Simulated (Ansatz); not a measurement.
Born–Oppenheimer molecular dynamics of a periodic cell of 16 atoms, Li (start crystal Li, start structure bcc, volume 1.15 times the crystal's). It goes on from the last frame of an earlier run, with new velocities.

Computed with Ansatz, DFT PBE, scalar-relativistic, plane waves, PAW. Settings: cutoff 420 eV, k mesh 2x2x2, fermi-dirac smearing 0.16 eV, no spin polarisation.

```yaml
ensemble: NVT, Langevin thermostat
time_step: 1 fs
steps_asked: 400
set_temperature: 1440 K
friction: 0.02 /fs
temperature_schedule: 300 steps to 300 K, then 100 steps to 300 K
seed: 1203
```

First frame:

```xyz
16
Lattice="7.3129 0.0000 0.0000 0.0000 7.3129 0.0000 0.0000 0.0000 7.3129" Properties=species:S:1:pos:R:3
Li 0.922 0.489 0.398
Li 4.355 1.634 -0.557
Li 1.362 5.100 0.321
Li 0.235 0.503 3.836
Li 2.212 1.540 2.022
Li 4.268 5.280 -1.689
Li 4.329 0.558 3.040
Li 6.668 2.315 1.492
Li 0.205 4.635 2.342
Li 3.283 5.510 1.626
Li 1.867 1.667 5.536
Li 3.797 3.242 3.568
Li 6.173 6.107 1.195
Li 5.902 1.652 5.251
Li 2.175 6.528 3.949
Li 6.900 4.772 5.075
```

**Question.** What does the run give?

**Answer.** The run went to its last step.

```json
{"steps done": "400", "time covered": "400 fs", "mean temperature over the second half": "589 K", "spread of the potential energy over the second half": "47.6 meV per atom", "mean potential energy of the second half above the start": "-170.9 meV per atom"}
```

The schedule's set-point averaged 395 K over the second half and the system 589 K, so it lags behind the ramp. A run of 0.4 ps of so small a system gives no equilibrium averages. Limits of this set-up: coarse k mesh.

**Question.** What happens to the structure?

**Answer.** Mean squared displacements from the first frame to the last, about the centre of mass: Li 1.53 Å². Another seed would give other details.

**Question.** How do temperature and energy run in time?

**Answer.** 
```json
{"time (fs)": "0.0", "T (K)": "1350", "potential energy less start (eV)": "0.000"}
{"time (fs)": "13.0", "T (K)": "1453", "potential energy less start (eV)": "-0.280"}
{"time (fs)": "26.0", "T (K)": "983", "potential energy less start (eV)": "-0.643"}
{"time (fs)": "39.0", "T (K)": "1122", "potential energy less start (eV)": "-0.721"}
{"time (fs)": "52.0", "T (K)": "1316", "potential energy less start (eV)": "-1.299"}
{"time (fs)": "65.0", "T (K)": "1256", "potential energy less start (eV)": "-1.461"}
{"time (fs)": "78.0", "T (K)": "1531", "potential energy less start (eV)": "-1.049"}
{"time (fs)": "91.0", "T (K)": "1467", "potential energy less start (eV)": "-0.869"}
{"time (fs)": "104.0", "T (K)": "866", "potential energy less start (eV)": "-0.612"}
{"time (fs)": "117.0", "T (K)": "968", "potential energy less start (eV)": "-0.809"}
{"time (fs)": "130.0", "T (K)": "1299", "potential energy less start (eV)": "-1.439"}
{"time (fs)": "143.0", "T (K)": "1064", "potential energy less start (eV)": "-1.571"}
{"time (fs)": "156.0", "T (K)": "1123", "potential energy less start (eV)": "-1.536"}
{"time (fs)": "169.0", "T (K)": "1035", "potential energy less start (eV)": "-1.494"}
{"time (fs)": "182.0", "T (K)": "1096", "potential energy less start (eV)": "-1.185"}
{"time (fs)": "195.0", "T (K)": "983", "potential energy less start (eV)": "-1.308"}
{"time (fs)": "208.0", "T (K)": "863", "potential energy less start (eV)": "-1.472"}
{"time (fs)": "221.0", "T (K)": "751", "potential energy less start (eV)": "-1.680"}
{"time (fs)": "234.0", "T (K)": "792", "potential energy less start (eV)": "-1.884"}
{"time (fs)": "247.0", "T (K)": "808", "potential energy less start (eV)": "-1.799"}
{"time (fs)": "260.0", "T (K)": "698", "potential energy less start (eV)": "-1.997"}
{"time (fs)": "273.0", "T (K)": "815", "potential energy less start (eV)": "-2.511"}
{"time (fs)": "286.0", "T (K)": "774", "potential energy less start (eV)": "-2.794"}
{"time (fs)": "299.0", "T (K)": "581", "potential energy less start (eV)": "-2.901"}
{"time (fs)": "312.0", "T (K)": "489", "potential energy less start (eV)": "-2.998"}
{"time (fs)": "325.0", "T (K)": "478", "potential energy less start (eV)": "-3.306"}
{"time (fs)": "338.0", "T (K)": "426", "potential energy less start (eV)": "-3.525"}
{"time (fs)": "351.0", "T (K)": "362", "potential energy less start (eV)": "-3.576"}
{"time (fs)": "364.0", "T (K)": "342", "potential energy less start (eV)": "-3.524"}
{"time (fs)": "377.0", "T (K)": "325", "potential energy less start (eV)": "-3.540"}
{"time (fs)": "390.0", "T (K)": "355", "potential energy less start (eV)": "-3.516"}
```

Time of the run: 19 min on 1 thread of Intel(R) Xeon(R) Platinum 8488C (Sapphire Rapids) (shared host), peak memory 0.7 GiB.
